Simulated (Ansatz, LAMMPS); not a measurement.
## Structural relaxation of InP with crystalline order left by the classical run (76 atoms)

Aim: bring InP with crystalline order left by the classical run (76 atoms) to a nearby minimum of the energy and see what moves.

Main program and level: Ansatz 0.2.0; Kohn-Sham DFT, PBE, PAW (set soft_2), plane waves.

Most raw output is cut from this account.

### 1. The structure

The cell holds 76 atoms: 38 In and 38 P. Cell: a = 12.384 Å, b = 12.384 Å, c = 12.384 Å, α = 90.0°, β = 90.0°, γ = 90.0°. 76 atoms (38 In, 38 P) placed at random at 4.84 g/cm³, melted at 2500 K for 10 ps at fixed volume with the Vashishta potential (Branicio, Rino, Gan and Tsuzuki, J. Phys.: Condens. Matter 21, 095002 (2009)). Quenched from 2500 K to 100 K at 10 K/ps and fixed volume, held 5 ps.

What the set-up can't give: The quench rate of 10 K/ps far exceeds what a furnace or splat quench reaches, so expect more defects and frozen-in strain than in a real sample. The starting topology of bonds comes from the classical model. The Brillouin zone is sampled at Γ only, in a cell whose shortest periodic width is 12 Å.

### 2. How the cell was made

A classical potential makes the cell, at a small fraction of what the same run would cost in DFT.

This step: classical MD, Vashishta potential (Branicio, Rino, Gan and Tsuzuki, J. Phys.: Condens. Matter 21, 095002 (2009)) (LAMMPS 22 Jul 2025 - Update 4).

in.lmp

```
# melt-quench of In38P38
units metal
atom_style atomic
boundary p p p
region box block 0 12.3838 0 12.3838 0 12.3838
create_box 2 box
mass 1 114.8180   # In
mass 2 30.9738   # P
create_atoms 1 random 38 77580 NULL overlap 2.1 maxtry 2000
create_atoms 2 random 38 77587 NULL overlap 2.1 maxtry 2000
pair_style vashishta/table 100000 0.2
pair_coeff * * InP.vashishta In P
neigh_modify delay 0 every 1 check yes
thermo_style custom step time temp pe press density
thermo_modify norm yes
timestep 0.001
thermo 100
min_style cg
minimize 1e-4 1e-4 200 2000
reset_timestep 0
velocity all create 2500 77581 mom yes dist gaussian
fix lim all nve/limit 0.05
fix lan all langevin 2500 2500 0.1 77582 zero yes
thermo 500
run 1000 post no
unfix lim
unfix lan
thermo 1666
fix md all nvt temp 2500 2500 0.1
run 10000 post no
unfix md
thermo 24000
fix md all nvt temp 2500 100 0.1
run 240000 post no
unfix md
thermo 2500
fix md all nvt temp 100 100 0.1
run 5000 post no
unfix md
write_dump all custom glass.dump id type xs ys zs modify sort id
```

Launch:

```
$ lmp -in in.lmp -log none -nocite
```

It took 24 s on 1 thread of Arm Neoverse V2, shared host; peak memory 0.071 GiB.

### 3. Single point at the start

A single point comes first, to see the forces before anything moves.

input.yaml

```yaml
crystal:
  lattice:
    - [12.3838, 0.0, 0.0]
    - [0.0, 12.3838, 0.0]
    - [0.0, 0.0, 12.3838]
  atoms:
    - { symbol: In, position: [0.19395, 0.7054, 0.5627] }
    - { symbol: In, position: [0.21939, 0.00263, 0.38306] }
    - { symbol: In, position: [0.39838, 0.0217, 0.095] }
    - { symbol: In, position: [0.5639, 0.75979, 0.99275] }
    - { symbol: In, position: [0.53678, 0.47434, 0.17126] }
    - { symbol: In, position: [0.516, 0.17724, 0.3491] }
    - { symbol: In, position: [0.61118, 0.33425, 0.61445] }
    - { symbol: In, position: [0.58476, 0.04855, 0.79771] }
[... 64 atom lines left out ...]
    - { symbol: P, position: [0.1718, 0.31821, 0.00408] }
    - { symbol: P, position: [0.51971, 0.08437, 0.60501] }
    - { symbol: P, position: [0.54777, 0.37063, 0.4234] }
    - { symbol: P, position: [0.90663, 0.42198, 0.84489] }
kpoints:
  mp_grid: { grid: [1, 1, 1] }
hamiltonian:
  xc: pbe
scf:
  occupations: { method: fermi_dirac, width: 0.025 }
output:
  forces: true
  stress: true
  populations: intrinsic
  dos:
    method: { smearing: { sigma: 0.15 } }
    de: 0.1
    projected: { site_lists: { In: [In], P: [P] } }
  eigenvalues: true
```

Launch:

```
$ ansatz run input.yaml --threads 4 --pin off --max-ram 8192MiB --backend cpu --events-out ev --progress --plain --runs-dir out
```

It took 29 s on 4 threads of Arm Neoverse V2, shared host; peak memory 2.5 GiB; 1.9 min of CPU time.

Read from the output:

* free energy: -241419.8731 eV
* free energy per atom: -3176.5773 eV/atom
* SCF cycles: 10
* pressure: -0.6904 GPa
* r.m.s. force component: 0.203 eV/Å
* longest force: 0.7217 eV/Å
* Fermi energy: 7.188 eV
* levels partly filled by over 2 per cent: 3

The r.m.s. force component of 0.20 eV/Å and the pressure of -0.69 GPa set the starting point.

Length of the force by element:

```tsv
element	coordination	atoms	mean length of the force (eV/Å)	spread	least	most
In	all	38	0.302	0.172	0.0598	0.722
P	all	38	0.322	0.152	0.0794	0.617
```

### 4. Relaxation

The atoms are relaxed in the fixed cell, aiming at the force tolerance of the input.

input.yaml, the sections that differ from step 3:

```yaml
output:
  forces: true
relax:
  f_tol: 0.05
  max_steps: 200
# crystal, kpoints, hamiltonian, scf: as in step 3
```

Run time: 2.9 min. Hardware: 4 threads; peak memory 2.4 GiB; 11 min of CPU time.

Relaxation path:

```tsv
step	energy less that of the first step (eV)	largest force component (eV/Å)
1	0.0000	0.6116
2	-0.6009	0.8617
3	-2.3925	1.1555
4	-5.0460	0.6983
5	-7.2640	0.3006
6	-8.9286	0.1959
7	-9.7134	0.1397
8	-10.0283	0.0664
9	-10.0755	0.0923
10	-10.1052	0.0670
11	-10.1290	0.0681
12	-10.1414	0.0356
```

The atoms that moved most (Å):

```tsv
atom	dx	dy	dz	length
P52	-0.870	0.190	-0.722	1.146
In9	-0.837	0.275	-0.716	1.135
In14	0.879	-0.279	0.627	1.115
P76	0.860	-0.346	0.596	1.102
P69	0.848	-0.412	0.566	1.099
P40	0.811	-0.456	0.574	1.093
P41	0.791	-0.383	0.624	1.078
P66	-0.854	0.207	-0.622	1.077
```

The relaxation changed the energy by -133 meV/atom, and atoms moved by 1.0 Å r.m.s., 1.1 Å at most.

### 5. Structure statistics after relaxation

Bonds before and after, by the cutoffs listed below:

```tsv
pair	bonds before	bonds after	mean before (Å)	mean after (Å)	spread before (Å)	spread after (Å)
In-P	117	152	2.601	2.606	0.110	0.093
```

Density 4.84 g/cm³, 24.99 Å³ an atom.

Pair distribution functions g(r), in bins of 0.1 Å:

```tsv
r (Å)	total	In-In	In-P	P-P
2.35	0.00	0.00	0.00	0.00
2.45	0.26	0.00	0.51	0.00
2.55	8.30	0.00	16.60	0.00
2.65	1.04	0.00	2.09	0.00
2.75	1.68	0.00	3.36	0.00
2.85	0.32	0.00	0.65	0.00
2.95	0.12	0.00	0.24	0.00
3.05	0.00	0.00	0.00	0.00
3.15	0.00	0.00	0.00	0.00
3.25	0.00	0.00	0.00	0.00
3.35	0.00	0.00	0.00	0.00
3.45	0.04	0.00	0.00	0.17
3.55	0.12	0.00	0.00	0.50
3.65	0.51	0.95	0.15	0.78
3.75	1.56	2.97	0.67	1.92
3.85	1.69	2.41	0.70	2.96
3.95	2.57	3.59	1.07	4.54
4.05	4.88	9.37	1.22	7.70
4.15	1.22	1.10	0.97	1.83
4.25	0.12	0.00	0.23	0.00
4.35	0.00	0.00	0.00	0.00
4.45	0.00	0.00	0.00	0.00
4.55	0.53	1.01	0.10	0.90
4.65	1.84	2.23	1.60	1.94
4.75	2.69	2.70	2.50	3.07
4.85	1.81	0.80	2.59	1.25
4.95	1.35	0.43	2.48	0.00
5.05	0.82	0.00	1.64	0.00
5.15	0.36	0.00	0.71	0.00
5.25	0.08	0.00	0.12	0.08
5.35	0.49	0.87	0.11	0.88
5.45	1.39	2.04	0.67	2.19
5.55	0.95	1.23	0.88	0.82
5.65	0.85	0.98	0.69	1.05
5.75	0.59	0.13	0.92	0.38
5.85	0.58	0.12	1.01	0.18
5.95	0.53	0.47	0.56	0.54
6.05	0.84	0.57	1.23	0.34
6.15	1.41	0.83	2.04	0.72
```

Bonds by pair of elements; cutoffs follow the first minimum of g(r), held within bounds set by covalent radii, and pairs that aren't listed don't count as bonded:

```tsv
pair A-B	cutoff (Å)	bonds	mean length (Å)	spread (Å)	shortest (Å)	B about A	A about B
In-P	3.27	152	2.61	0.093	2.50	4	4
```

How many atoms have how many bonded neighbours:

```tsv
element	mean	4
In	4	38
P	4	38
```

Bond angles, per cent of each kind in bins of 5°:

```tsv
angle (°)	P-In-P	In-P-In
75–80	0.4	0.0
80–85	1.8	1.8
85–90	2.2	3.1
90–95	9.7	9.2
95–100	7.5	6.1
100–105	31.1	35.5
105–110	14.0	10.5
110–115	0.0	0.4
115–120	0.0	2.2
120–125	14.9	14.0
125–130	18.4	17.1
```

Bond angles (no mean is given where the spread exceeds 20°):

```tsv
angle	count	mean (°)	spread (°)
P-In-P	228	108	12.5
In-P-In	228	108	12.5
```

Rings of the network by King's shortest-path rule, up to 12 atoms, one path for each pair of neighbours; H, halogens, alkali and alkaline-earth atoms are left out, and the last column divides by all other atoms, bonded or not:

```tsv
ring size (atoms)	rings	per network atom
6	151	1.99
```

First main peaks of g(r), for some of the pairs, lie near 2.6 Å (In-P) and 4.0 Å (P-P). By these cutoffs all In atoms have 4 and all P atoms have 4 bonded neighbours. The P-In-P angle averages 108° with a spread of 12°. All rings counted have 6 atoms.

### 6. Single point at the relaxed geometry

One more single point at the end of the walk gives the fuller output and checks the residual forces.

input.yaml

```yaml
crystal:
  lattice:
    - [12.3838, 0.0, 0.0]
    - [0.0, 12.3838, 0.0]
    - [0.0, 0.0, 12.3838]
  atoms:
    - { symbol: In, position: [0.25703, 0.67914, 0.61196] }
    - { symbol: In, position: [0.15846, 0.02625, 0.3359] }
    - { symbol: In, position: [0.46812, 0.99619, 0.13744] }
    - { symbol: In, position: [0.63189, 0.74363, 0.02936] }
    - { symbol: In, position: [0.47535, 0.49207, 0.1162] }
    - { symbol: In, position: [0.57414, 0.15532, 0.39689] }
    - { symbol: In, position: [0.68126, 0.31426, 0.65916] }
    - { symbol: In, position: [0.52172, 0.07257, 0.76867] }
[... 64 atom lines left out ...]
    - { symbol: P, position: [0.24452, 0.30454, 0.04683] }
    - { symbol: P, position: [0.45389, 0.10142, 0.57341] }
    - { symbol: P, position: [0.60895, 0.34281, 0.46603] }
    - { symbol: P, position: [0.97609, 0.39405, 0.89304] }
kpoints:
  mp_grid: { grid: [1, 1, 1] }
hamiltonian:
  xc: pbe
scf:
  occupations: { method: fermi_dirac, width: 0.025 }
output:
  forces: true
  stress: true
  populations: true
  dos:
    method: { smearing: { sigma: 0.15 } }
    de: 0.1
    projected: { site_lists: { In: [In], P: [P] } }
  eigenvalues: true
  write_density: true
  write_potential: true
  volumetric_format: npy
  elf: true
```

Run time: 31 s. Hardware: 4 threads; peak memory 2.5 GiB; 2 min of CPU time.

Numbers from this run:

```yaml
free_energy: -241430.0145 eV
free_energy_per_atom: -3176.7107 eV/atom
scf_cycles: 8
pressure: 2.39 GPa
r_m_s_force_component: 0.01202 eV/Å
longest_force: 0.04472 eV/Å
fermi_energy: 7.263 eV
spacing_of_highest_filled_and_lowest_empty_level: 0.1795 eV
levels_partly_filled_by_over_2_per_cent: 2
spilling_of_the_projection: 0.002619
```

Löwdin charges by element (they lack the spilled electrons, 0.024 e an atom on average):

```tsv
element	coordination	atoms	mean charge (e)	spread	least	most
In	all	38	0.298	0.0218	0.258	0.339
P	all	38	-0.251	0.0168	-0.269	-0.210
```

Density of states as counts of states in windows of 1 eV (from the Fermi level), total and the larger projections:

```tsv
from (eV)	to (eV)	total	P p	In p	In s	P s	In d
-16	-15	0.0	0.0	0.0	0.0	0.0	0.0
-15	-14	372.9	1.9	0.6	0.1	2.6	367.5
-14	-13	7.1	0.0	0.0	0.0	0.0	7.1
-13	-12	0.0	0.0	0.0	0.0	0.0	0.0
-12	-11	2.1	0.0	0.0	0.9	1.2	0.0
-11	-10	33.6	1.1	8.0	5.8	17.6	1.0
-10	-9	36.7	0.6	8.9	2.2	23.1	1.7
-9	-8	3.6	0.0	0.7	0.2	2.5	0.2
-8	-7	0.0	0.0	0.0	0.0	0.0	0.0
-7	-6	3.2	1.5	0.1	1.5	0.1	0.0
-6	-5	42.3	18.9	3.6	17.0	2.3	0.2
-5	-4	19.8	8.9	2.3	6.3	2.1	0.1
-4	-3	28.3	15.9	9.3	1.7	1.0	0.2
-3	-2	41.2	26.0	10.0	2.6	2.0	0.4
-2	-1	56.0	40.4	13.1	1.0	0.7	0.5
-1	0	36.2	27.0	5.5	1.8	1.3	0.3
0	1	9.7	4.9	2.3	1.7	0.5	0.1
1	2	33.9	9.6	10.2	9.4	3.1	0.1
2	3	28.8	8.4	8.6	6.6	2.7	0.1
3	4	48.5	11.4	22.2	4.7	3.4	0.1
```

The levels nearest the highest filled one (over half full), pooled over k-points and spins:

```tsv
level less the highest filled one (eV)	occupation
-0.212	2
-0.199	2
-0.181	2
-0.0478	1.99
-0.0447	1.99
0	1.94
0.179	0.049
0.194	0.028
0.480	0
1.02	0
1.12	0
1.14	0
```

ELF in the ac plane at fractional y = 0.634, with atoms of In and P within 0.2 Å of it. It is the smooth field of the valence electrons, not physical close to the nuclei.

Ten even steps from '0' (0.00) to '9' (0.86), each cell a mean:
```
00022310122245532000122247985478630
00122222222356642101111124788997521
23467653221245542222210001356664222
35888998520012222222221000011222222
37971279730000122222221111000122332
47971289731000122212222222100012222
25788998532111232222222222100123322
01356653222234566543211111111345421
00012222222247889986310001123566631
00001223212259821698410001123345531
00001222222369832797410000122233321
00001355432247889985210000122222210
00124688752012566532222222444321000
01247999852000112222222247888741000
01257899752000012220002379999972000
00134566531000012221012379999973100
00112232211110113432222368999852210
12222111111111246887531124665322222
35676410011113577789851001222210122
58998631001113799778751000122200022
68998631000002589998641000122221122
46776422211000246765421111356543222
12333222222100011222222234678998521
00122221222211110001122246874489630
```
Columns run along a (12.4 Å), rows up along c (12.4 Å). Atoms in or near the plane, at fractional coordinates: In at (0.58, 0.38), In at (0.89, 0.18), P at (0.13, 0.79), P at (0.45, 0.58).

Valence density in the ac plane at fractional y = 0.634, with atoms of In and P within 0.2 Å of it. It is the smooth field of the valence electrons, not physical close to the nuclei.

Ten steps, logarithmic in the rise over the least value, from '0' (0 e/Å³) to '9' (11 e/Å³), each cell a mean:
```
00012578742111100000000112343343200
00012356532111111000000001233332110
11122333211011111111100000112222111
22234433100000111232210000000112333
23342343200000013565321000000012343
22343343210000013676421000000011222
11233333211000113455311000000011111
00112223333211223322110000001111110
00000124665322334432100000011222110
00000124676433432432100000112333210
00000113443223433432100000123332210
00000112221112333321100000012221100
00011222210000112222221101111110000
00012333210000001246764222222210000
00012333210000001368986333343210000
00012222210000001257875333443321000
00001111100000001234442222333221100
00011000000000112333211001122234321
11111100000011123443210000012478752
22222110000001234443210000013689963
22222110000000123433210000012467752
11222111100000012222110000112333321
00111233321000000011111111233432110
00012467642100000000011112343343200
```
Columns run along a (12.4 Å), rows up along c (12.4 Å). Atoms in or near the plane, at fractional coordinates: In at (0.58, 0.38), In at (0.89, 0.18), P at (0.13, 0.79), P at (0.45, 0.58).

Mean Löwdin charges: In +0.30, P -0.25 e. Charges this small depend on the projection, at times even in sign. Within 0.4 eV of the Fermi level the largest share is P p (71 % of the projected weight).

A closer look about P43, picked at random: 15 atoms, nearest first, numbered in the order of the input, with positions taken from that point.

```tsv
atom	x	y	z	distance (Å)	bonds	Löwdin charge (e)
P43	0.00	0.00	0.00	0.00	4	-0.25
In1	-0.43	-2.32	-0.85	2.51	4	0.29
In36	-2.29	1.10	0.38	2.57	4	0.29
In28	0.87	-0.37	2.40	2.58	4	0.29
In26	1.55	0.58	-2.16	2.72	4	0.31
P74	2.01	2.91	-1.33	3.77	4	-0.26
P39	-1.96	-3.01	1.30	3.82	4	-0.24
P68	2.00	-3.03	-1.28	3.85	4	-0.27
In8	2.85	2.55	1.09	3.98	4	0.30
P55	3.30	-1.11	1.97	4.00	4	-0.27
P41	-1.29	-1.95	-3.25	4.00	4	-0.25
P40	1.31	1.95	3.25	4.01	4	-0.25
P48	-3.20	1.45	-2.01	4.05	4	-0.26
In37	-0.33	3.90	-1.06	4.05	4	0.31
P54	-1.89	3.45	1.26	4.13	4	-0.27
```

The column of bonds counts only the pairs In-P within 3.27 Å; other neighbours, such as metal atoms beside each other in a compound, aren't counted, and periodic images can show an atom twice.

### 7. A run with a doubtful setting

A doubtful change is made on purpose, to see how the program answers.

This step: Kohn-Sham DFT, PBE, PAW (set soft_2), localised support functions (medium) (Ansatz 0.2.0).

input.yaml

```yaml
crystal:
  lattice:
    - [12.3838, 0.0, 0.0]
    - [0.0, 12.3838, 0.0]
    - [0.0, 0.0, 12.3838]
  atoms:
    [... the 76 atom lines of step 3 ...]
kpoints:
  mp_grid: { grid: [1, 1, 1] }
hamiltonian:
  xc: pbe
scf:
  occupations: { method: fermi_dirac, width: 0.025 }
  eigensolver: { kind: { support_functions: { accuracy: medium, spacing: 0.45 } } }
  max_iter: 100
output:
  forces: true
```

It took 41 s on 4 threads; peak memory 2.1 GiB; 2.6 min of CPU time.

The program notes that the band table was not solved further than the SCF left it, the forces don't sum to zero within tolerance, the grid leaves an egg-box force and it switched symmetry off.

The run converged on the changed input; its numbers don't describe the system as set up.

The fault in the input: a grid far too coarse (support_functions.accuracy = "medium" and support_functions.spacing = 0.45). The fix is to leave the spacing at the level's default.

Against the single point at the start:

| Quantity | Value |
| --- | --- |
| r.m.s. difference of force components | 1543 meV/Å |
| longest difference of force vectors | 5109 meV/Å |
| force difference over r.m.s. force | 760 % |
| energy difference | 1548 meV/atom |

### 8. Results

| Quantity | Value |
| --- | --- |
| energy change in the relaxation | -133.4 meV/atom |
| r.m.s. displacement | 1.007 Å |
| largest displacement | 1.146 Å |
| free energy per atom | -3176.7107 eV/atom |
| pressure | 2.39 GPa |
| r.m.s. force component | 0.01202 eV/Å |
| spacing of highest filled and lowest empty level | 0.1795 eV |
| wall time of the 4 DFT runs | 4.6 min |

What this shows: Relaxation lowers the energy by 133 meV/atom and moves atoms by 1.0 Å r.m.s.; the r.m.s. force component goes from 0.20 to 0.012 eV/Å, the pressure goes from -0.69 to 2.4 GPa. By the final cutoffs 1 of 117 bonded pairs parted and 36 joined. From the first step to the last the energy fell by 10.141 eV, and the largest move was 1.15 Å (P52, with 1 other atom within 2 % of it). The In-P bonds go from 2.601 Å (spread 0.110) to 2.606 Å (spread 0.093), and their number from 117 to 152. By these cutoffs all In atoms have 4 and all P atoms have 4 bonded neighbours. The highest filled and lowest empty levels lie 0.179 eV apart (at Γ alone), but 2 levels are partly filled, by over 2 %, under the smearing.

**Limits.** The starting topology of bonds comes from the classical model; in DFT 1 of its 117 bonded pairs passed out of the cutoffs and 36 came within them. The stress is far from hydrostatic: its diagonal is 1.6, 8.3, -2.8 GPa, compression counted positive. The pressure of 2.4 GPa shows the cell to be compressed for this functional.

[Logs are printed without paths, hosts, clocks, repeated set-up lines and the standing remarks that a program may print on its own settings, such as how far it seeks lower states.]

[Hosts, paths, dates, database ids (printed as entryN), source tags and the programs' standing remarks are cut or masked in the printed files.]
